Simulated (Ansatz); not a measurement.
Ansatz input

```yaml
crystal:
  lattice:
    - [1.7463233735, 1.0082402698, 2.1478810803]
    - [-1.7463233735, 1.0082402698, 2.1478810803]
    - [0.0, -2.0164805396, 2.1478810803]
  atoms:
    - { symbol: Hg, position: [0.0, 1.0, 0.0] }
hamiltonian:
  xc: lda
  pseudopotentials:
    kind: paw
    azcp:
      Hg: "pseudopotentials/Hg.paw.azcp"
basis:
  ecutwfc: 420
  fft_grid_basis: typed
kpoints:
  mp_grid: { grid: [11, 11, 11], shift: [0, 0, 0] }
magnetization:
  spin_polarized: false
scf:
  occupations: { method: cold, width: 1.0 }
  lower_state_search: "off"
output:
  stress: true
  write_density: true
  write_potential: true
  elf: true
  volumetric_format: npy
```

Terminal output

```
Warning: the record states the generating functional pbe (its physics header spells it `PBE`), which answers neither for hamiltonian.xc's functional nor for the lda family's — results may be inconsistent (PPs are generated against a specific XC)
band count auto-derived: 15 (N_el = 20.0; filled up to band 10; 14 by the electrons, moments and atoms)
Engine: ansatz 0.2.0, aarch64-unknown-linux-gnu
Pseudopotentials: kind: paw
Pseudopotential: Hg, paw, valence charge 20, recommended cutoff 420 eV (normal) 
Functional definition: SPW92
  exchange = slater_x
  correlation = pw_c
Crystal: 1 atoms, lattice volume = 22.691 Å³
Basis set: ecut = 420 eV, 433 PW (Γ)
Bands: 15, of which v1, the nominal top of the filled ones, is band 10 counted from 1 (9 counted from 0)
Symmetry: 12 space group operations
Space group: R-3m (ITA 166), of the structure as read, at distance tolerance 2.8e-5 Å
k-points: 146 of 1331
Non-local potential: Hg, projectors of the file, l = 0: 3, l = 1: 2, l = 2: 2, l = 3: 1
PAW form: soft (Blöchl's): semilocal exchange-correlation on the pseudo side does not see the compensation charge
PAW frozen core: Hg, regenerated for the run's functional, and the local potential with it (the file was generated under x = pbe(κ = 0.804, μ = 0.2195149727645171), c = pbe(β = 0.06672455060314922))
PAW one-centre angular grid: Hg, 590 points (default); XC on 64 Gauss nodes
Initial density: superposition of atomic densities (neutral atoms: chi_scale 0, normalization atom), corrected by the library's trained network
Initial wavefunctions: pseudopotential atomic-orbital guess
Functional: x = slater, c = lda
SCF iter   1: F=—  HF=-13522.432142 eV  |F-HF|=—  |Δ(HF+E_count)|=         —  Δρ=5.06e-3  dr2=3.44e-3  ethr=1.77e-3  ⟨swp⟩=4.7  Hψ=9800  notcnv=0
SCF iter   2: F=—  HF=-13522.431469 eV  |F-HF|=—  |Δ(HF+E_count)|=   6.73e-4  S|Δr|=    0.00e0  Δρ=2.46e-3  dr2=6.05e-4  ethr=1.72e-5  ⟨swp⟩=2.3  Hψ=4097  notcnv=0
SCF iter   3: F=—  HF=-13522.431279 eV  |F-HF|=—  |Δ(HF+E_count)|=   1.91e-4  S|Δr|=    0.00e0  Δρ=3.67e-4  dr2=1.03e-5  ethr=3.02e-6  ⟨swp⟩=2.3  Hψ=2928  notcnv=0
SCF iter   4: F=—  HF=-13522.431278 eV  |F-HF|=—  |Δ(HF+E_count)|=   2.85e-7  S|Δr|=    0.00e0  Δρ=4.29e-5  dr2=3.90e-7  ethr=5.16e-8  ⟨swp⟩=2.1  Hψ=2950  notcnv=0
SCF iter   5: F=-13522.431278 eV  HF=-13522.431278 eV  |F-HF|=2.10e-9  |Δ(HF+E_count)|=   4.81e-8  S|Δr|=    0.00e0  Δρ=3.75e-6  dr2=3.02e-9  ethr=5.00e-10  ⟨swp⟩=9.1  Hψ=13531  notcnv=0
SCF 1 converged in 5 iterations: F = -13522.431278 eV  dr2 = 3.02e-9
SCF converged after 5 iterations
Stability not checked: this state was not tested for a lower state beside it, because cold or Methfessel-Paxton smearing, or corrected tetrahedra, fill the levels in a way that the test cannot read (fill_not_monotonic; see scf.lower_state_search)
Free energy (F): -13522.431278 eV
Harris-Foulkes:  -13522.431278 eV  (|F-HF|=2.10e-9)
Internal energy: -13522.441520 eV  (E = F + TS)
E sigma→0 (E₀):  -13522.434692 eV
Entropy (-TS):   0.010242 eV (10.242 meV/atom)
Fermi energy:    15.291811 eV
--- Per-component energies (eV) ---
  E_band       = -381.890282
  E_kinetic    = 605.166710
  E_local      = -2477.174066  (includes V_loc(G=0)·N_el)
  E_nonlocal   = 79.937814
  E_hartree    = 1060.504378
  E_xc         = -219.575804
  E_vxc        = -262.797390  (∫ρ·V_xc dr)
  E_paw        = -9655.204897  (= ΣΔE_a)
  E_vpaw       = -448.036567  (= ΣTr[D̂ρ^β])
  E_aug_tail   = 0.000857  (compensation charges beyond the density's cutoff)
  E_ewald      = -2916.672604
  E_core_change = 0.576093  (= ΣΔE_core)
  E_smearing   = 0.010242  (= −TS)
  E_closure    = 0.000000  (closes the sum)
  Σ components = -13522.431278   (vs F -13522.431278, Δ=0.00e0)
--- Stress (GPa, compression-positive) ---
        0.133980       0.000000      -0.000000
       -0.000000       0.133980       0.000000
        0.000000       0.000000      -0.374730
  P = ⅓ Tr σ = -0.0356 GPa (-0.356 kbar)
--- Band table (eV; the first three rows and the last of 146) ---
  k-point 0: bands = ["-99.8468", "-48.1110", "-48.1019", "-48.1019", "5.7168", "7.3012", "7.3012", "8.9819", "9.0947", "9.0947", "26.8424", "27.4753", "27.4753", "32.3198", "33.6948"]
  k-point 1: bands = ["-99.8467", "-48.1140", "-48.1039", "-48.1017", "5.9029", "7.3142", "7.3744", "8.9766", "9.0602", "9.0847", "25.7003", "27.1285", "27.6539", "32.8868", "33.3439"]
  k-point 2: bands = ["-99.8463", "-48.1260", "-48.1055", "-48.1012", "6.3513", "7.3404", "7.6754", "8.9814", "8.9818", "9.0648", "22.8093", "27.4527", "28.0606", "32.7056", "32.9708"]
  k-point 145: bands = ["-99.8417", "-48.1990", "-48.1335", "-48.1331", "7.1381", "7.7877", "7.8591", "9.7118", "9.8066", "15.5250", "17.5299", "22.9540", "23.9180", "25.6033", "30.5454"]
```

Command:

```sh
ansatz run input.yaml --threads 2 --pin off --max-ram 5120MiB --backend cpu --events-out ev --progress --plain --runs-dir out
```

On 2 threads of Arm Neoverse V2 (shared host) this took about 1.3 s of wall time and 2.4 s of CPU time, with 0.3 GiB at the peak.
